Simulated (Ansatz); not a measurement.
Crystal: FeGe2.

```
Ge Fe
1.0
    -2.95956    2.95956    2.45140
     2.95956   -2.95956    2.45140
     2.95956    2.95956   -2.45140
Ge Fe
4 2
Direct
  0.84511 0.34511 0.19021
  0.65489 0.84511 0.50000
  0.34511 0.15489 0.50000
  0.15489 0.65489 0.80979
  0.25000 0.25000 0.00000
  0.75000 0.75000 0.00000
```

The cell is a database's computed one.

Base run:

```yaml
Program: Ansatz 0.2.0
Functional: PBEsol
Potentials_or_basis: all-electron LAPW, scalar-relativistic
Cutoff: 317 eV
Density_cutoff: 1266 eV
Basis_error_allowed: 0.001 eV/atom
k_mesh: 7 × 7 × 7
Occupations: fermi-dirac, width 0.05 eV
Spin: collinear spin, ferromagnetic start
Starting_moments: "[0.0, 0.0, 0.0, 0.0, 3.0, 3.0] μB"
```

Its results: pressure -5.4 GPa; net moment 2.40 μB per cell; site moments Ge -0.04; Fe +1.34 μB; largest force 0.152 eV/Å.

Question: The run is repeated on the same cell with these changes: functional from PBEsol to LDA; basis error allowed from 0.001 eV/atom to 0.002 eV/atom. What comes out?

Answer: Pressure -9.5 GPa; net moment 2.24 μB per cell; site moments Ge -0.04; Fe +1.23 μB; largest force 0.222 eV/Å.

Not every run made on this cell is shown here.
